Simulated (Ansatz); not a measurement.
**From three elastic constants to directional properties of NaI**

These are results of Ansatz, DFT PBEsol, scalar-relativistic, plane waves, PAW, not measurements. Settings: 420 eV plane-wave cutoff, Γ-centred 6×6×6 mesh, fixed occupations. No spin polarisation.

Equilibrium structure at this level:
Space group Fm-3m (No. 225). a = 6.403 Å, b = 6.403 Å, c = 6.403 Å, α = 90.00°, β = 90.00°, γ = 90.00°
| atom | site | symmetry | x | y | z |
| --- | --- | --- | --- | --- | --- |
| Na | 4a | m-3m | 0.0000 | 0.0000 | 0.0000 |
| I | 4b | m-3m | 0.5000 | 0.0000 | 0.0000 |

With ions relaxed, on the cubic axes: C11 = 35.9, C12 = 7.6, C44 = 6.8 GPa. The density is 3.792 g/cm³.

Question: Is the crystal stable against strain, and how anisotropic is it?

Answer: Born's conditions hold: C11 + 2C12 = 51.1, C11 − C12 = 28.3 and C44 = 6.8 GPa are all positive. B = (C11 + 2C12)/3 = 17.0 GPa. The two shear moduli are C44 and C′ = (C11 − C12)/2 = 14.2 GPa, so Zener's ratio is A = C44/C′ = 0.48: the shear C44 is the soft one, as in NaCl, KCl, the halide perovskites and the bcc metals V, Nb, Cr and Mo. The Cauchy pressure C12 − C44 is 0.8 GPa; it would vanish for pair forces between atoms on inversion centres at zero pressure, and a positive value is usual with metallic or many-body binding.

Question: Give the sound speeds along the three symmetry directions.

Answer: The Christoffel equation gives ρv² for each branch:
```tsv
direction	branch	ρv²	GPa	v (m/s)
[100]	L	C11	35.9	3077
[100]	T (×2)	C44	6.8	1338
[110]	L	(C11 + C12 + 2C44)/2	28.5	2743
[110]	T, u ∥ [001]	C44	6.8	1338
[110]	T, u ∥ [1-10]	(C11 − C12)/2	14.2	1932
[111]	L	(C11 + 2C12 + 4C44)/3	26.1	2623
[111]	T (×2)	(C11 − C12 + C44)/3	11.7	1757
```

Question: How does Young's modulus depend on direction?

Answer: Inverting gives S11 = 30.075, S12 = -5.249, S44 = 147.275 TPa⁻¹. Along a unit vector (l, m, n), 1/E = S11 − 2(S11 − S12 − S44/2)(l²m² + m²n² + n²l²), where the last bracket is 0, 1/4 and 1/3 for [100], [110] and [111]: E = 33, 20 and 18 GPa. With A < 1 the cube edge is stiffest. For a film on (001), the biaxial modulus is C11 + C12 − 2C12²/C11 = 40 GPa and the normal strain is −2C12/C11 = -0.42 times the in-plane one.

Cost: 2 runs of about 0.82 core-minutes in all, on Arm Neoverse V1 (shared hosts).